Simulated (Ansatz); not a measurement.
C: pressure and energy less free atoms as volume scale varies

Periodic Kohn-Sham DFT of a crystal at fixed atoms, scaled to volume_scale times the given cell; pressure positive in compression, energy less spherical unpolarised free atoms, largest_vzz the field gradient of largest size among the nuclei. The results are calculated, by Ansatz 0.2.0.

The cell before it is scaled or strained (space group R-3m, No. 166):
```
C
1.0
      1.2280     0.7090     3.3470
     -1.2280     0.7090     3.3470
      0.0000    -1.4180     3.3470
C
2
Direct
  0.16400 0.16400 0.16400
  0.83600 0.83600 0.83600
```

Settings of every row: method all-electron LAPW; functional PBEsol; relativity scalar; k mesh 17x17x17; filling fermi-dirac; smearing width 0.03 eV; basis error target 0.5 meV/atom; nucleus gaussian.

Atom start moment: 0 on all atoms.

Limits: a layered crystal: even scaling strains the bonds within the layers, so this curve is stiffer than the crystal under pressure; small gap, it may come from the mesh.

| row | volume scale | V (Å³/atom) | pressure (GPa) | energy less free atoms (eV/atom) |
| --- | --- | --- | --- | --- |
| 1 | 0.94 | 8.218 | 20.812 | -9.6058 |
| 2 | 0.96 | 8.393 | 13.638 | -9.6246 |
| 3 | 0.98 | 8.567 | 7.091 | -9.6358 |
| 4 | 0.99 | 8.655 | 4.035 | -9.6389 |
| 5 | 1 | 8.742 | 1.115 | -9.6403 |
| 6 | 1.01 | 8.83 | -1.675 | -9.6401 |
| 7 | 1.02 | 8.917 | -4.342 | -9.6385 |
| 8 | 1.04 | 9.092 | ? | ? |
| 9 | 1.06 | 9.267 | -13.877 | -9.6183 |

Question: what pressure and energy less free atoms should row 8 give?

Worked fit of pressure. Take u = (V_r/V)^(2/3) − 1 with V_r = 8.6985 Å³ an atom, which is twice the finite (Eulerian) strain; such expansions in the strain, on which the Birch-Murnaghan equation of state is built, carry the rest volume and the bulk modulus. The shown rows have u = 0.03861, 0.02412, 0.01021, 0.00335, -0.00332, -0.00995, -0.0164, -0.04133. Least squares give pressure = 2.5588 + 436.415 × u + 939.8 × u² GPa; a straight line predicts inner rows, each left out in turn, worse (root mean square 0.45 against 0.015 GPa). The rows lie off it by 0.002, 0.006, -0.022, 0.004, -0.005, 0.015, 0.004, -0.004 (root mean square 0.01 GPa). The pressure vanishes at u = -0.0059, or V = 8.777 Å³ an atom, and there the bulk modulus at fixed shape and fractions is B = −V dP/dV = (2/3)(1 + u) dP/du = 282 GPa. Letting shape and atoms relax would as a rule lower it, by much in layered, chain or molecular crystals. The withheld row has u = -0.02907, so the fit gives 2.5588 + 436.415 × (-0.02907) + 939.8 × (-0.02907)² = -9.334 GPa.

The calculation gave -9.325 GPa. The fit lies 0.009 GPa (0.026 % of the column's range) below it; its largest miss of a shown row is 0.022 GPa.

Worked fit of energy less free atoms. Take u = (V_r/V)^(2/3) − 1 with V_r = 8.6985 Å³ an atom, which is twice the finite (Eulerian) strain; such expansions in the strain, on which the Birch-Murnaghan equation of state is built, carry the rest volume and the bulk modulus. The shown rows have u = 0.03861, 0.02412, 0.01021, 0.00335, -0.00332, -0.00995, -0.0164, -0.04133. Least squares give energy less free atoms = −9.63978 + 0.2094 × u + 17.501 × u² − 3.4 × u³ eV/atom; a parabola predicts inner rows, each left out in turn, worse (root mean square 5.7e-05 against 2.6e-05 eV/atom). All shown rows lie on it to the printed digit. Its lowest point lies at u = -0.0060, or V = 8.777 Å³ an atom, and the curvature there gives the bulk modulus at fixed shape and fractions, B = (4/9)(1 + u)² E″(u)/V = 282 GPa. Letting shape and atoms relax would as a rule lower it, by much in layered, chain or molecular crystals. The withheld row has u = -0.02907, so the fit gives −9.63978 + 0.2094 × (-0.02907) + 17.501 × (-0.02907)² − 3.4 × (-0.02907)³ = -9.6310 eV/atom.

The calculation gave -9.631 eV/atom. The fit meets it to the printed digit.
